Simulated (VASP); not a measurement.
BN (Qingsongite):

```
CELL_PARAMETERS angstrom
0.00000 1.80750 1.80750
1.80750 0.00000 1.80750
1.80750 1.80750 0.00000
ATOMIC_POSITIONS crystal
B 0.00000 0.00000 0.00000
N 0.25000 0.25000 0.25000
```

```yaml
Program: VASP 6.6.1
Task: relaxation of cell and atoms
Functional: LDA
Potentials_or_basis: VASP PAW LDA potentials, release 64 (B, N)
Cutoff: 600 eV
k_mesh: 14 × 14 × 14
Occupations: gaussian, width 0.03 eV
Spin: no spin polarisation
```

At the start: pressure -10.3 GPa; volume 5.91 Å³/atom.

Question: How do energy, volume and symmetry change on relaxing?

Answer: Over 3 steps the energy falls by 5.2 meV/atom and the volume is 5.75 Å³/atom (-2.7 %); space group F-43m (No. 216, to 0.05 Å).

Step by step:
| step | energy change (eV) | largest force (eV/Å) | pressure (GPa) | volume (Å³) |
| --- | --- | --- | --- | --- |
| 1 | 0.0000 | 0.0000 | -10.29 | 11.81 |
| 2 | 0.0014 | 0.0000 | 12.01 | 11.17 |
| 3 | -0.0104 | 0.0000 | -0.06 | 11.50 |

Final structure:
```
CELL_PARAMETERS angstrom
0.00000 1.79137 1.79137
1.79137 0.00000 1.79137
1.79137 1.79137 0.00000
ATOMIC_POSITIONS crystal
B 0.00000 0.00000 0.00000
N 0.25000 0.25000 0.25000
```
